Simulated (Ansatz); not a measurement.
An 8-atom cell of ZnGeP2 (I-42d) from a materials database, relaxed with r2SCAN in the PAW code Ansatz. The symmetry is I-42d (No. 122, tetragonal); conventional cell a = 5.447 Å, c = 10.731 Å, 19.90 Å³ an atom. Around Zn lie 4 P at 2.36 Å; around Ge lie 4 P at 2.33 Å; around P lie 2 Ge at 2.33 Å and 2 Zn at 2.36 Å.

The axes x, y and z are those of this cell:
```
CELL_PARAMETERS angstrom
-2.72334 2.72334 5.36559
2.72334 -2.72334 5.36559
2.72334 2.72334 -5.36559
ATOMIC_POSITIONS crystal
Zn 0.75000 0.25000 0.50000
Zn 0.00000 0.00000 0.00000
Ge 0.25000 0.75000 0.50000
Ge 0.50000 0.50000 0.00000
P 0.12921 0.62500 0.00421
P 0.87500 0.87079 0.49579
P 0.37500 0.37921 0.50421
P 0.62079 0.12500 0.99579
```

Unstrained: The PBE gap is indirect, 1.208 eV (Γ to k = (0.432, -0.438, 0.438)), below the direct gap of 1.398 eV at Γ. The lowest empty level at X lies only 33 meV higher, so the place of the conduction bottom isn't settled. With r2SCAN the valence top lies at Γ and the conduction bottom at k = (0.432, -0.438, 0.438), 1.430 eV higher; the smallest vertical gap, at Γ, is 1.627 eV. The HSE06 gap is indirect, 1.888 eV (Γ to k = (0.432, -0.438, 0.438)), below the direct gap of 2.042 eV at Γ. Meshes: PBE 6×6×6, r2SCAN 6×6×6, HSE06 4×4×4. Strains are changes of length per length. After each strain the atoms were relaxed again with r2SCAN in this cell and within any symmetry left, so distortions that break it or need a larger cell weren't tested; points keep the names that they have in the unstrained zone. Spin-unpolarised throughout; all numbers are computed.

Question: For epitaxial -2.0 % in the xy plane, how far does the free direction move, and what happens to the gap?

Answer: The normal strain at zero normal stress is +1.73 %, 0.86 of the in-plane strain with the sign turned. PBE: the gap goes from 1.208 to 1.106 eV (-0.102 eV); with r2SCAN the top three valence levels at Γ, grouped 1+2 from the top over 81 meV, become 2+1 over 143 meV. r2SCAN: the gap goes from 1.430 to 1.321 eV (-0.109 eV). HSE06: the gap goes from 1.888 to 1.770 eV (-0.118 eV).

Question: Apply epitaxial -1.0 % in the xy plane, free normal strain +0.86 %. How far does the gap move, against the unstrained cell?

Answer: PBE: the gap goes from 1.208 to 1.202 eV (-0.007 eV); with r2SCAN the top three valence levels at Γ, grouped 1+2 from the top over 81 meV, become 2+1 over 27 meV. r2SCAN: the gap goes from 1.430 to 1.420 eV (-0.010 eV). HSE06: the gap goes from 1.888 to 1.871 eV (-0.017 eV). The r2SCAN energy rises by 1.8 meV an atom.

Question: For epitaxial +2.0 % in the xy plane, how far does the free direction move, and what happens to the gap?

Answer: The normal strain at zero normal stress is -1.79 %, 0.90 of the in-plane strain with the sign turned. PBE: the gap goes from 1.208 to 1.082 eV (-0.126 eV); the edges go from Γ → (0.432, -0.438, 0.438) to Γ → Γ–X (0.99); with PBE the top three valence levels at Γ, grouped 1+2 from the top over 80 meV, become 1+2 over 263 meV. HSE06: the gap goes from 1.888 to 1.810 eV (-0.078 eV).

Question: For epitaxial +3.0 % in the xy plane, how far does the free direction move, and what happens to the gap?

Answer: The normal strain at zero normal stress is -2.71 %, 0.90 of the in-plane strain with the sign turned. PBE: the gap goes from 1.208 to 0.997 eV (-0.212 eV); the edges go from Γ → (0.432, -0.438, 0.438) to Γ → Γ–M (0.31); with r2SCAN the top three valence levels at Γ, grouped 1+2 from the top over 81 meV, become 1+2 over 361 meV. r2SCAN: the gap goes from 1.430 to 1.208 eV (-0.222 eV); the edges go from Γ → (0.432, -0.438, 0.438) to Γ → Γ–M (0.31). HSE06: the gap goes from 1.888 to 1.669 eV (-0.219 eV); the edges go from Γ → (0.432, -0.438, 0.438) to Γ → Γ–M (0.31).

Question: For epitaxial -3.0 % in the xy plane, how far does the free direction move, and what happens to the gap?

Answer: The normal strain at zero normal stress is +2.58 %, 0.86 of the in-plane strain with the sign turned. PBE: the gap goes from 1.208 to 1.003 eV (-0.205 eV); with r2SCAN the top three valence levels at Γ, grouped 1+2 from the top over 81 meV, become 2+1 over 267 meV. r2SCAN: the gap goes from 1.430 to 1.214 eV (-0.216 eV). HSE06: the gap goes from 1.888 to 1.661 eV (-0.226 eV).

Question: For epitaxial +1.0 % in the xy plane, how far does the free direction move, and what happens to the gap?

Answer: The normal strain at zero normal stress is -0.89 %, 0.89 of the in-plane strain with the sign turned. PBE: the gap goes from 1.208 to 1.161 eV (-0.047 eV); the edges go from Γ → (0.432, -0.438, 0.438) to Γ → Γ–X (0.99); with r2SCAN the top three valence levels at Γ, grouped 1+2 from the top over 81 meV, become 1+2 over 181 meV. r2SCAN: the gap goes from 1.430 to 1.432 eV (+0.002 eV); the edges go from Γ → (0.432, -0.438, 0.438) to Γ → M. HSE06: the gap goes from 1.888 to 1.916 eV (+0.028 eV); the edges go from Γ → (0.432, -0.438, 0.438) to Γ → M.

The runs are scalar-relativistic, without spin-orbit coupling.

Where an edge lies off the special points, it is a point of the mesh or the k point where a search put PBE's edge or least direct gap, reused for the other functionals, whose own edges may lie a little apart.

Coordinates of k points refer to the reciprocal vectors of the primitive cell of the runs.

The meshes of the hybrids are coarse, so their gaps aren't converged to the digits shown.

The splittings at Γ are without spin-orbit coupling, which regroups them where it is of like size.
